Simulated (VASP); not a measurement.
Set up this calculation in VASP 6.6.1, as the native input.

* Task: relaxation of cell and atoms
* Functional: PBE
* Potentials or basis: VASP PAW PBE potentials, release 64 (Co)
* Cutoff: 520 eV
* k mesh: 6 × 6 × 4
* Occupations: gaussian, width 0.1 eV
* Spin: collinear spin, ferromagnetic start
* Starting moments: [1.5, 1.5] μB
* Further INCAR settings: ALGO = Normal; EDIFF = 1e-07; IBRION = 2; EDIFFG = -0.002; NSW = 80; ISIF = 3

The structure of Co lies in POSCAR:

```
Co                                      
1.0
    2.4848841314     -0.0000000000     -0.0000000000
   -1.2424420657      2.1519727857      0.0000000000
   -0.0000000000     -0.0000000000      4.0405946071
  Co            
     2
Direct
     0.3333333300000021    0.6666666699999979    0.2500000000000000
     0.6666666699999979    0.3333333300000021    0.7500000000000000
```

The input as run:

INCAR

```
ALGO     = Normal         # electronic algorithm
EDIFF    = 1E-7           # SCF threshold, eV
EDIFFG   = -0.002         # ionic threshold
ENCUT    = 520            # plane-wave cutoff, eV
GGA      = PE             # functional
IBRION   = 2              # ionic algorithm
ISIF     = 3              # what is computed and relaxed
ISMEAR   = 0              # smearing method
ISPIN    = 2              # spin polarisation
LASPH    = True           # aspherical terms in the spheres
LCHARG   = False          # write CHGCAR
LMAXMIX  = 4              # l up to which the mixer works
LORBIT   = 11             # projections on sites
LREAL    = False          # projectors in reciprocal space
LWAVE    = False          # write WAVECAR
MAGMOM   = 1.5 1.5        # initial moments
NELM     = 100            # most SCF steps
NSW      = 80             # ionic steps
PREC     = Accurate       # precision mode
SIGMA    = 0.1            # smearing width, eV
```

KPOINTS

```
k-points
0
Gamma
  6 6 4
```

Potentials or basis: VASP PAW PBE potentials, release 64 (Co).

The run is started by

```console
$ cat potpaw_PBE.64/Co/POTCAR > POTCAR
$ mpirun -np 1 vasp_std > vasp.out
```

Results of the run:

- Pressure after relaxing: 0.0 GPa
- Band gap on the k mesh: none (metal or under the smearing width)
- Net moment: 3.20 μB per cell
- Site moments: Co +1.61 μB
- Valence electrons inside the program's atomic spheres: Co 8.28

Caveat: the k mesh is coarse (spacing up to 0.49 Å⁻¹), so the values aren't converged; the relaxation stopped at its first step, so nothing moved.

Wall time 25 s on 1 thread of Intel(R) Xeon(R) Platinum 8259CL CPU @ 2.50GHz (Skylake/Cascade Lake), with other jobs on the host, peak memory 0.13 GiB.
